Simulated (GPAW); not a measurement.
# GaN (F-43m) in GPAW: settings compared

One crystal, GaN, is run at these levels: MS2, PBE, SCAN, TASK; tasks: equation of state, band structure.

Everything below comes from runs of GPAW 26.7.0. Logs are shortened: lines on timing, memory, paths and dates and some standing lists are left out, and cuts for length are marked. The log counts tension as positive stress, the text compression.

**The experiment to reproduce.**

A printed reference work, textbook reports, for a bulk crystal of GaN at 0 K: band gap 3.299 eV (direct).

The results are compared with them further down.

### Step 1. The structure

Symmetry: F-43m, No. 216, cubic system. The conventional cell has a = 4.507 Å, b = 4.507 Å, c = 4.507 Å, α = 90.00°, β = 90.00°, γ = 90.00°. Around Ga (site symmetry -43m) lie 4 N at 1.95 Å. Around N (site symmetry -43m) lie 4 Ga at 1.95 Å.

The cell is a database's computed one.

### Step 2. Equation of state, MS2

File run.py:

```python
from ase.eos import EquationOfState
from ase.io import Trajectory, read
from ase.units import GPa
from gpaw import GPAW, PW

atoms = read('POSCAR')

traj = Trajectory('eos.traj', 'w')
volumes, energies = [], []
for x in [0.94, 0.96, 0.98, 1.0, 1.02, 1.04, 1.06]:
    a = atoms.copy()
    a.set_cell(atoms.cell * x**(1 / 3), scale_atoms=True)
    calc = GPAW(mode=PW(800),
                xc='MGGA_X_MS2+GGA_C_REGTPSS',
                kpts={'size': (10, 10, 10), 'gamma': True},
                occupations={'name': 'fermi-dirac', 'width': 0.05},
                nbands=11,
                convergence={'density': 1e-05, 'energy': 1e-05},
                maxiter=150,
                txt=f'eos-{x:.2f}.txt')
    a.calc = calc
    energies.append(a.get_potential_energy(force_consistent=True))
    volumes.append(a.get_volume())
    p = -a.get_stress()[:3].mean() / GPa
    calc.write(f'eos-{x:.2f}.gpw')
    traj.write(a)
    print(f'{x:.2f} {volumes[-1]:10.4f} A^3 {energies[-1]:14.6f} eV {p:9.3f} GPa', flush=True)

v0, e0, B = EquationOfState(volumes, energies, eos='birchmurnaghan').fit()
print(f'V0 = {v0:.4f} A^3, E0 = {e0:.6f} eV, B0 = {B / GPa:.2f} GPa')
```

File POSCAR:

```
GaN
1.0
    0.0000000000      2.2535006075      2.2535006075
    2.2535006075      0.0000000000      2.2535006075
    2.2535006075      2.2535006075      0.0000000000
Ga N
1 1
Direct
    0.0000000000      0.0000000000      0.0000000000
    0.2500000000      0.2500000000      0.2500000000
```

Potentials or basis: GPAW PAW data sets (gpaw-data 1.2.1), pw.

Started as:

```bash
> OMP_NUM_THREADS=1 python run.py
```

Output:

```text
__  _  _
 | _ |_)|_||  |
 |__||  | ||/\| - 26.7.0

Input parameters:
  mode=PW(ecut=800.0),
  convergence={'density': 1e-05, 'energy': 1e-05},
  kpts=MonkhorstPack(size=(10, 10, 10), gamma=True),
  maxiter=150,
  nbands=11,
  occupations=Occupations(name='fermi-dirac', width=0.05),
  xc=XC(name='MGGA_X_MS2+GGA_C_REGTPSS')

Diagonalizing LCAO Hamiltonian
Converting LCAO to pw mode

           N
       Ga

Atoms  # Å, Bohr magnetons
|   | symbol |        x |        y |        z |    initial magnetic moments |
|---|--------|----------|----------|----------|-----------------------------|
| 0 |     Ga | 0.000000 | 0.000000 | 0.000000 | ( 0.0000,  0.0000,  0.0000) |
| 1 |      N | 1.103749 | 1.103749 | 1.103749 | ( 0.0000,  0.0000,  0.0000) |

Unit cell  # Å
| periodic |        x |        y |        z |  lengths |    angles |
|----------|----------|----------|----------|----------|-----------|
|      yes | 0.000000 | 2.207498 | 2.207498 | 3.121873 | 60.000000 |
|      yes | 2.207498 | 0.000000 | 2.207498 | 3.121873 | 60.000000 |
|      yes | 2.207498 | 2.207498 | 0.000000 | 3.121873 | 60.000000 |

Number of symmetries: 24
Symmetry operations  # r_c * U_cc + t_c -> r_c
|    | kind |            matrix            |
|----|------|------------------------------|
|  0 |  E   |  1, 0, 0,  0, 1, 0,  0, 0, 1 |
|  1 |  σ   |  1, 0, 0,  0, 0, 1,  0, 1, 0 |
|  2 |  σ   |  1, 0,-1,  0, 1,-1,  0, 0,-1 |
|  3 |  C3  |  1, 0,-1,  0, 0,-1,  0, 1,-1 |
|  4 |  C3  |  1,-1, 0,  0,-1, 1,  0,-1, 0 |
|  5 |  σ   |  1,-1, 0,  0,-1, 0,  0,-1, 1 |
|  6 |  σ   |  0, 1, 0,  1, 0, 0,  0, 0, 1 |
|  7 |  C3  |  0, 1, 0,  0, 0, 1,  1, 0, 0 |
|  8 |  C2  |  0, 1,-1,  1, 0,-1,  0, 0,-1 |
|  9 |  S4  |  0, 1,-1,  0, 0,-1,  1, 0,-1 |
| 10 |  C3  |  0, 0, 1,  1, 0, 0,  0, 1, 0 |
| 11 |  σ   |  0, 0, 1,  0, 1, 0,  1, 0, 0 |
| 12 |  S4  |  0, 0,-1,  1, 0,-1,  0, 1,-1 |
| 13 |  C3  |  0, 0,-1,  0, 1,-1,  1, 0,-1 |
| 14 |  S4  |  0,-1, 1,  1,-1, 0,  0,-1, 0 |
| 15 |  C2  |  0,-1, 1,  0,-1, 0,  1,-1, 0 |
| 16 |  C3  |  0,-1, 0,  1,-1, 0,  0,-1, 1 |
| 17 |  S4  |  0,-1, 0,  0,-1, 1,  1,-1, 0 |
| 18 |  S4  | -1, 1, 0, -1, 0, 1, -1, 0, 0 |
| 19 |  C3  | -1, 1, 0, -1, 0, 0, -1, 0, 1 |
| 20 |  C3  | -1, 0, 1, -1, 1, 0, -1, 0, 0 |
| 21 |  S4  | -1, 0, 1, -1, 0, 0, -1, 1, 0 |
| 22 |  σ   | -1, 0, 0, -1, 1, 0, -1, 0, 1 |
| 23 |  C2  | -1, 0, 0, -1, 0, 1, -1, 1, 0 |

BZ-sampling:
  Number of BZ points: 1000
  Number of IBZ points: 47

  Monkhorst-Pack size: [10, 10, 10]
  Monkhorst-Pack shift: [0.05, 0.05, 0.05]

K-points  # in reciprocal-cell coordinates
|     |                                coordinates |     weight |
|-----|--------------------------------------------|------------|
|   0 | (  0.00000000,   0.00000000,   0.00000000) | 0.00100000 |
|   1 | (  0.10000000,   0.10000000,   0.00000000) | 0.00600000 |
|   2 | (  0.10000000,   0.10000000,   0.10000000) | 0.00800000 |
|   3 | (  0.20000000,   0.10000000,   0.10000000) | 0.01200000 |
|   4 | (  0.20000000,   0.20000000,   0.00000000) | 0.00600000 |
|   5 | (  0.20000000,   0.20000000,   0.10000000) | 0.02400000 |
|   6 | (  0.20000000,   0.20000000,   0.20000000) | 0.00800000 |
|   7 | (  0.30000000,   0.20000000,   0.10000000) | 0.02400000 |
|   8 | (  0.30000000,   0.20000000,   0.20000000) | 0.02400000 |
|   9 | (  0.30000000,   0.30000000,   0.00000000) | 0.00600000 |
| ... |                                            |            |
|  46 | (  0.50000000,   0.50000000,   0.50000000) | 0.00400000 |

Plane wave coefficients: 1117
Cutoff: 800.0 eV

Spin-components: 1 (collinear spins)
Bands:           11
Projectors:      10
Spin-degeneracy: 2
Datatype:        complex128

Parallelization:
  kpt:    1
  domain: 1
  band:   1

Density:
  Valence electrons: 8.0
  Components: 1
  Grid points: [21 21 21]
  Charge: 0.0  # |e|

Potential:
  Grid points: [21 21 21]

species:
  Ga:
    name:    Gallium
    Z:       31.0
    valence: 3
    core:    28
    charge:  0.0  # [|e|]
    compensation charges:
      type: gauss
      rc: 0.37  # [Å]
      lmax: 2
    cutoffs:
      filter: 2.06  # [Å]
      core: 4.17  # [Å]
    projectors
    | kind |    occ | energy [eV] | rcut [Å] |
    |------|--------|-------------|----------|
    |   4s |  2.000 |      -8.945 |    1.164 |
    |   4p |  1.000 |      -2.580 |    1.164 |
    |    s |        |      18.266 |    1.164 |
    |    p |        |      24.631 |    1.164 |
    |    d |        |       0.000 |    1.164 |

    Using partial waves for Ga as LCAO basis

  N:
    name:    Nitrogen
    Z:       7.0
    valence: 5
    core:    2
    charge:  0.0  # [|e|]
    compensation charges:
      type: gauss
      rc: 0.18  # [Å]
      lmax: 2
    cutoffs:
      filter: 1.11  # [Å]
      core: 0.96  # [Å]
    projectors
    | kind |    occ | energy [eV] | rcut [Å] |
    |------|--------|-------------|----------|
    |   2s |  2.000 |     -18.583 |    0.603 |
    |   2p |  3.000 |      -7.089 |    0.529 |
    |    s |        |       8.629 |    0.603 |
    |    p |        |      20.123 |    0.529 |
    |    d |        |       0.000 |    0.577 |

    Using partial waves for N as LCAO basis

Reference energy: -54366.393033  # eV

eigensolver:
  PPCG
  Converge bands: occupied
  niter=2

density mixing:
  MSR1-Mixer
  Pratt-step length: 0.05
  Maximum mixing coefficient: 0.75
  Old densities: 10
  SVD Regularization: 0.005
  Good broyden scale: 1.0
  Trust region scale: 1.0
  Backstep threshold: 4.0
  History deletion threshold: 6.0
  Fourier metric: weight=20.0, sigma=0.015

occupation numbers:
  Fermi-Dirac:
    width: 0.0500  # eV

poisson solver:
  ecut: 6400.0  # eV

xc functional:
  name: MGGA_X_MS2+GGA_C_REGTPSS with 2 nearest neighbor stencil

convergence criteria:
- Maximum integral of absolute [dens]ity change: 1e-05 electrons / valence electron
- Maximum [total energy] change in last 3 cyles: 1e-05 eV / valence electron
- Maximum integral of absolute [eigenst]ate change: 4e-08 eV^2 / valence electron
maximum number of iterations: 150

SCF iterations
|iter     | |      energy | eigst |  dens |
|---------|-|-------------|-------|-------|
|iter:   1| |  -25.949330 | +0.18 |       |
|iter:   2| |  -14.890396 | -0.75 | -0.51 |
|iter:   3| |  -14.869946 | -1.45 | -0.66 |
|iter:   4| |  -14.707421 | -1.25 | -0.82 |
|iter:   5| |  -14.814983 | -1.66 | -1.19 |
|iter:   6| |  -14.832033 | -2.81 | -1.59 |
|iter:   7| |  -14.824693 | -2.78 | -1.82 |
|iter:   8| |  -14.826527 | -4.46 | -2.68 |
|iter:   9| |  -14.826561 | -4.73 | -2.85 |
|iter:  10| |  -14.826563c| -5.92 | -3.43 |
|iter:  11| |  -14.826562c| -7.81c| -4.15 |
|iter:  12| |  -14.826562c| -8.40c| -4.64 |
|iter:  13| |  -14.826562c| -8.38c| -5.20c|

Converged in 13 steps
Energy contributions relative to reference atoms: (reference = -54366.393033)

Energy contributions:
  Kinetic:          41.396272
  Coulomb:         -35.573605
  Zero:              0.139549
  External:          0.000000
  Xc:              -20.788778
  Entropy:          -0.000000
  Spinorbit:         0.000000
  ----------------------------
  Free energy:     -14.826562
  Extrapolated:    -14.826562

dipole moment: (-12.329575, -12.329575, -12.329575)  # |e|*Ang

Fermi level: 8.000
Eigenvalues  # (at kpt = [0.000, 0.000, 0.000])
| band index |      eig [eV] | occ [0-2] |
|------------|---------------|-----------|
|          0 |       -10.284 |     2.000 |
|          1 |         6.917 |     2.000 |
|          2 |         6.917 |     2.000 |
|          3 |         6.917 |     2.000 |
|          4 |         9.168 |     0.000 |
|          5 |        18.162 |     0.000 |
|          6 |        18.162 |     0.000 |
|          7 |        18.162 |     0.000 |
|          8 |        25.720 |     0.000 |
|          9 |        26.101 |     0.000 |
|         10 |        26.109 |     0.000 |

Gap: 2.252 eV
Transition (v -> c):
  (s=0, k=0, n=3, [0.00, 0.00, 0.00]) -> (s=0, k=0, n=4, [0.00, 0.00, 0.00])
No difference between direct/indirect transitions

Stress tensor  # eV/Ang^3
|         x |         y |         z |
|-----------|-----------|-----------|
| -0.150229 | -0.000000 |  0.000000 |
| -0.000000 | -0.150229 | -0.000000 |
|  0.000000 | -0.000000 | -0.150229 |

# Writing to eos-0.94.gpw (mode='')
```

Run time: 5.6 min. Hardware: 1 thread of Intel Xeon at 2.80GHz (Skylake/Cascade Lake), shared host; peak memory 0.51 GiB.

Results:

* Equilibrium volume: 11.86 Å³/atom (rough: see the caveat)
* Bulk modulus: 205 GPa (rough)

Energy against volume, from the lowest point:
| volume (Å³/atom) | energy (meV/atom) |
| --- | --- |
| 10.757 | 77.66 |
| 10.986 | 46.73 |
| 11.215 | 24.34 |
| 11.444 | 9.54 |
| 11.673 | 1.51 |
| 11.902 | 0.00 |
| 12.131 | 3.61 |

Caveat: the data sets keep Ga 3d, Li 1s and Be 1s frozen, and some such compounds lay over 1.5 % in volume off other programs; the points scatter about the fit; the PAW data sets were made with another functional, which shifts forces and pressure a little.

(Part 1 of 3 ends here.)
